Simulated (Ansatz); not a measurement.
The system is C.

```
C
1.0
     0.00000    1.78337    1.78337
     1.78337    0.00000    1.78337
     1.78337    1.78337    0.00000
C
2
Direct
  0.75000 0.75000 0.75000
  0.50000 0.50000 0.50000
```

This isn't the form of C at room conditions, which is graphite.

| Property | Result |
| --- | --- |
| Program | Ansatz 0.2.0 |
| Task | relaxation of cell and atoms |
| Functional | LDA |
| Potentials or basis | all-electron LAPW, scalar-relativistic |
| Basis error allowed | 0.001 eV/atom |
| k mesh | 13 × 13 × 13 |
| Occupations | fermi-dirac, width 0.05 eV |
| Spin | no spin polarisation |

At the start: volume 5.67 Å³/atom.

Problem. How do energy, volume and symmetry change on relaxing?

Solution. Over 5 steps the energy falls by 6.8 meV/atom and the volume is 5.51 Å³/atom (-2.9 %); space group Fd-3m (No. 227, to 0.05 Å).

Step by step:
| step | energy change (eV) | largest force (eV/Å) | volume (Å³) |
| --- | --- | --- | --- |
| 1 | 0.0000 | 0.0000 | 11.34 |
| 2 | -0.0115 | 0.0000 | 11.14 |
| 3 | -0.0136 | 0.0000 | 11.01 |
| 4 | -0.0136 | 0.0000 | 11.02 |
| 5 | -0.0136 | 0.0000 | 11.02 |

Final structure:
```
CELL_PARAMETERS angstrom
0.00000 1.76604 1.76604
1.76604 0.00000 1.76604
1.76604 1.76604 0.00000
ATOMIC_POSITIONS crystal
C 0.75000 0.75000 0.75000
C 0.50000 0.50000 0.50000
```

The cell as given is a measured one (5.67 Å³/atom); LDA puts the equilibrium volume -2.9 % from it, thermal expansion not counted.
